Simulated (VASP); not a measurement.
The system is Se.

```
Se
1.0
    -1.76004    1.76004    1.76004
     1.76004   -1.76004    1.76004
     1.76004    1.76004   -1.76004
Se
1
Cartesian
  0.0000 0.0000 0.0000
```

The cell was built by a generator and needn't be a form met in nature.

```yaml
Program: VASP 6.6.1
Task: relaxation of cell and atoms
Functional: revPBE
Potentials_or_basis: VASP PAW PBE potentials, release 64 (Se)
Cutoff: 600 eV
k_mesh: 13 × 13 × 13
Occupations: fermi-dirac, width 0.1 eV
Spin: no spin polarisation
```

At the start: pressure -3.1 GPa; volume 21.81 Å³/atom.

Task: How do energy, volume and symmetry change on relaxing?

Result: Over 3 steps the energy falls by 11.0 meV/atom and the volume is 20.72 Å³/atom (-5.0 %); space group Im-3m (No. 229, to 0.05 Å).

Step by step:
```csv
step,energy change (eV),largest force (eV/Å),pressure (GPa),volume (Å³)
1,0.0000,0.0000,-3.07,21.81
2,-0.0105,0.0000,0.67,20.52
3,-0.0110,0.0000,0.00,20.72
```

Final structure:
```
Se
1.0
    -1.73015    1.73015    1.73015
     1.73015   -1.73015    1.73015
     1.73015    1.73015   -1.73015
Se
1
Direct
  0.00000 0.00000 0.00000
```

Caveat: the PAW data sets were made with another functional, which shifts forces and pressure a little.
